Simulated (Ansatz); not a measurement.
# C: the cost of one run

Computed with Ansatz 0.2.0 (DFT PBE, scalar-relativistic, plane waves, PAW, unless a step's input says otherwise).

## Step 1: Starting point

The structure is cubic, space group Fd-3m (No. 227). The conventional cell has a = 3.567 Å, b = 3.567 Å, c = 3.567 Å, α = 90.00°, β = 90.00°, γ = 90.00°. Around C (site symmetry -43m) lie 4 C at 1.54 Å.

Coordinates:

```cif
data_structure
_symmetry_space_group_name_H-M 'Fd-3m:1'
_symmetry_Int_Tables_number 227
_cell_length_a 3.5668
_cell_length_b 3.5668
_cell_length_c 3.5668
_cell_angle_alpha 90.000
_cell_angle_beta 90.000
_cell_angle_gamma 90.000
_cell_volume 45.38
loop_
_atom_site_label
_atom_site_type_symbol
_atom_site_symmetry_multiplicity
_atom_site_Wyckoff_symbol
_atom_site_fract_x
_atom_site_fract_y
_atom_site_fract_z
_atom_site_occupancy
C1 C 8 b 0.00000 0.00000 0.50000 1
```

The cell is taken as given, not relaxed at this level.

## Step 2: Zero of energy

The cell is repeated 4 times, 8 atoms in all. Reference values: F = -2006.4622 eV; pressure 1.76 GPa; largest force 0.000 eV/Å; gap on the mesh 4.16 eV. It was computed beforehand with the settings of the runs below.

## Step 3: Next: rattled cells

All atoms are moved at random with no net shift, in some cells together with a random strain.

## Step 4: rms move = 0.154 Å

input.yaml reads:

```yaml
crystal:
  lattice:
    - [3.6014814132, 0.0499657364, 0.022237408]
    - [-0.0499657364, -3.5960931924, 0.0281518864]
    - [-0.022237408, 0.0281518864, -3.5671494893]
  atoms:
    - { symbol: C, position: [0.4597969534, 0.0190837186, 0.0152143966] }
    - { symbol: C, position: [-0.0148429778, 0.5192651959, 0.0131606712] }
    - { symbol: C, position: [0.0142057125, -0.0216900503, 0.4564808331] }
    - { symbol: C, position: [0.4826735395, 0.5206030259, 0.5004046116] }
    - { symbol: C, position: [0.7473345229, 0.7104002049, 0.7945788629] }
    - { symbol: C, position: [0.3075138248, 0.2617744296, 0.721512861] }
    - { symbol: C, position: [0.2691626432, 0.7360687727, 0.2478861639] }
    - { symbol: C, position: [0.7341557816, 0.2544947027, 0.2507615999] }
basis:
  ecutwfc: 420
kpoints:
  mp_grid: { grid: [6, 6, 6] }
hamiltonian:
  xc: pbe
scf:
  occupations: { method: gaussian, width: 0.05 }
output:
  forces: true
  stress: true
  eigenvalues: true
```

On the command line:

```console
$ ansatz run input.yaml --threads 2 --pin off --max-ram 5120MiB --backend cpu --events-out ev --progress --plain --runs-dir out
```

Q: Estimate wall time and peak memory on 2 threads of AMD EPYC 9R45 (Zen 5), shared host.

About 1.6 s, with a peak of 0.45 GiB.
